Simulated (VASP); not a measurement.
Set up this calculation in VASP 6.6.1, as the native input.

```
Task                   : single point
Functional             : PBE
Potentials or basis    : VASP PAW PBE potentials, release 64 (Te, H)
Cutoff                 : 520 eV
k mesh                 : 1 × 1 × 1
Occupations            : gaussian, width 0.01 eV
Spin                   : no spin polarisation
Further INCAR settings : ALGO = Normal; EDIFF = 1e-07; NBANDS = 11
```

The structure of TeH2 lies in POSCAR:

```
TeH2
1.0
   11.0000000000      0.0000000000      0.0000000000
    0.0000000000     11.0000000000      0.0000000000
    0.0000000000      0.0000000000     10.0000000000
Te H
1 2
Direct
    0.5657545500      0.4415863600      0.5429100000
    0.5360000000      0.5891500000      0.5436200000
    0.4366090900      0.4146681800      0.4631800000
```

These files were run (other wordings do the same):

INCAR

```
SYSTEM = TeH2
  PREC = Accurate
  ENCUT = 520
  EDIFF = 1E-7
  ISMEAR = 0
  SIGMA = 0.01
  LREAL = .FALSE.
  LASPH = .TRUE.
  NELM = 80
  ALGO = Normal
  ISIF = 2
  LWAVE = .FALSE.
  LCHARG = .FALSE.
  GGA = PE
  NBANDS = 11
```

KPOINTS

```
Automatic mesh
0
G
  1 1 1
  0 0 0
```

Potentials or basis: VASP PAW PBE potentials, release 64 (Te, H).

The run is started by

```console
$ cat potpaw_PBE.64/Te/POTCAR potpaw_PBE.64/H/POTCAR > POTCAR
$ mpirun -np 1 vasp_gam > vasp.out
```

It gave:

The largest force is 0.496 eV/Å and the gap between the frontier levels is 3.96 eV.

Caveat: spin-orbit coupling is left out, which moves the levels of the heavy elements.

It took 100 s on 1 thread of Intel(R) Xeon(R) Platinum 8559C (Emerald Rapids), on a shared host, peak memory 0.91 GiB.
